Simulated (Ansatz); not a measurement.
## Si (diamond) under strain

Si built on the diamond prototype, relaxed with r2SCAN in the plane-wave code Ansatz. The symmetry is Fd-3m (No. 227, cubic); conventional cell a = 5.444 Å, 20.17 Å³ an atom. Around Si lie 4 Si at 2.36 Å.

The axes x, y and z are those of this cell:
```xyz
2
Lattice="0.0000 2.7221 2.7221 2.7221 0.0000 2.7221 2.7221 2.7221 0.0000" Properties=species:S:1:pos:R:3 pbc="T T T"
Si    0.0000    0.0000    0.0000
Si    1.3611    1.3611    1.3611
```

Unstrained: With PBE the valence top lies at Γ and the conduction bottom at Γ–X (0.84 of the way from Γ), 0.583 eV higher; the smallest vertical gap, at Γ, is 2.557 eV. r2SCAN gives an indirect gap of 0.770 eV, from Γ to Γ–X (0.84 of the way from Γ); the least direct gap is 2.739 eV at Γ. The HSE06 gap is indirect, 1.144 eV (Γ to Γ–X (0.84 of the way from Γ)), below the direct gap of 3.312 eV at Γ. Meshes: PBE 8×8×8, r2SCAN 8×8×8, HSE06 6×6×6. Strains are changes of length per length. After each strain the atoms were relaxed again with r2SCAN within the symmetry that the strain leaves, so tilts or polar shifts that break it weren't tested; points keep the names that they have in the unstrained zone. The values are computed, spin-unpolarised, and not measurements.

Changes of the least gap in eV (an overlap counts as a negative gap):
```tsv
strain	volume change (%)	space group	PBE	r2SCAN	HSE06	energy rise, r2SCAN (meV/atom)
uniaxial -4.0 % along z	-4.0	I4_1/amd	-0.509	-0.534	-0.531	17.4
uniaxial -3.0 % along z	-3.0	I4_1/amd	-0.379	-0.398	-0.395	9.7
uniaxial -2.0 % along z	-2.0	I4_1/amd	-0.251	-0.264	-0.262	4.3
uniaxial -1.0 % along z	-1.0	I4_1/amd	-0.125	-0.131	-0.130	1.1
uniaxial +1.0 % along z	+1.0	I4_1/amd	-0.035	-0.039	-0.038	1.0
uniaxial +2.0 % along z	+2.0	I4_1/amd	-0.069	-0.078	-0.076	4.2
uniaxial +3.0 % along z	+3.0	I4_1/amd	-0.104	-0.116	-0.114	9.3
uniaxial +4.0 % along z	+4.0	I4_1/amd	-0.138	-0.154	-0.151	16.4
```

Uniaxial -4.0 % along z, other directions held. HSE06: the gap goes from 1.144 to 0.613 eV (-0.531 eV); with r2SCAN the top three valence levels at Γ, degenerate before, become 1+2 from the top over 298 meV. Stress change with r2SCAN, compression positive: xx +2.90, yy +2.90, zz +6.95 GPa.

Uniaxial -3.0 % along z, other directions held. HSE06: the gap goes from 1.144 to 0.749 eV (-0.395 eV); with r2SCAN the top three valence levels at Γ, degenerate before, become 1+2 from the top over 224 meV. Stress change with r2SCAN, compression positive: xx +2.09, yy +2.09, zz +5.17 GPa.

Uniaxial -2.0 % along z, other directions held. HSE06: the gap goes from 1.144 to 0.882 eV (-0.262 eV); with r2SCAN the top three valence levels at Γ, degenerate before, become 1+2 from the top over 150 meV. Stress change with r2SCAN, compression positive: xx +1.34, yy +1.34, zz +3.42 GPa.

Uniaxial -1.0 % along z, other directions held. HSE06: the gap goes from 1.144 to 1.014 eV (-0.130 eV); with r2SCAN the top three valence levels at Γ, degenerate before, become 1+2 from the top over 75 meV. Stress change with r2SCAN, compression positive: xx +0.64, yy +0.64, zz +1.70 GPa.

Uniaxial +1.0 % along z, other directions held. HSE06: the gap goes from 1.144 to 1.106 eV (-0.038 eV); with r2SCAN the top three valence levels at Γ, degenerate before, become 2+1 from the top over 75 meV. Stress change with r2SCAN, compression positive: xx -0.59, yy -0.59, zz -1.66 GPa.

Uniaxial +2.0 % along z, other directions held. HSE06: the gap goes from 1.144 to 1.068 eV (-0.076 eV); with r2SCAN the top three valence levels at Γ, degenerate before, become 2+1 from the top over 151 meV. Stress change with r2SCAN, compression positive: xx -1.13, yy -1.13, zz -3.29 GPa.

Uniaxial +3.0 % along z, other directions held. HSE06: the gap goes from 1.144 to 1.030 eV (-0.114 eV); the edges go from Γ → Γ–X (0.84) to Γ → Γ–X (0.83); with r2SCAN the top three valence levels at Γ, degenerate before, become 2+1 from the top over 227 meV. Stress change with r2SCAN, compression positive: xx -1.63, yy -1.63, zz -4.89 GPa.

Uniaxial +4.0 % along z, other directions held. HSE06: the gap goes from 1.144 to 0.993 eV (-0.151 eV); the edges go from Γ → Γ–X (0.84) to Γ → Γ–X (0.83); with r2SCAN the top three valence levels at Γ, degenerate before, become 2+1 from the top over 303 meV. Stress change with r2SCAN, compression positive: xx -2.08, yy -2.08, zz -6.45 GPa.

Where an edge lies off the special points, it is a point of the mesh or the k point where a search put PBE's edge or least direct gap, reused for the other functionals, whose own edges may lie a little apart.

The meshes of the hybrids are coarse, so their gaps aren't converged to the digits shown.

The splittings at Γ are without spin-orbit coupling, which regroups them where it is of like size or larger.
